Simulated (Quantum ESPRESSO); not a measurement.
Crystal: NaF (Villiaumite).

```
CELL_PARAMETERS angstrom
0.00000 2.32000 2.32000
2.32000 0.00000 2.32000
2.32000 2.32000 0.00000
ATOMIC_POSITIONS crystal
Na 0.00000 0.00000 0.00000
F 0.50000 0.50000 0.50000
```

Base run:

| Property | Result |
| --- | --- |
| Program | Quantum ESPRESSO 7.5 |
| Functional | PBE |
| Potentials or basis | GBRV 1.5 PBE |
| Cutoff | 612 eV |
| Density cutoff | 4898 eV |
| k mesh | 8 × 8 × 8, shifted |
| Occupations | fermi-dirac, width 0.05 eV |
| Spin | no spin polarisation |

Its results: pressure 2.4 GPa; electronic dielectric tensor (diagonal) 1.87.

Question: The run is repeated on the same cell with these changes: functional from PBE to BLYP. What comes out?

Answer: Pressure 2.9 GPa; electronic dielectric tensor (diagonal) 1.86.

BLYP binds less tightly than PBE, so the same cell stands under more pressure.

Caveats: the potentials were made for another functional, which shifts forces and pressure (some runs).
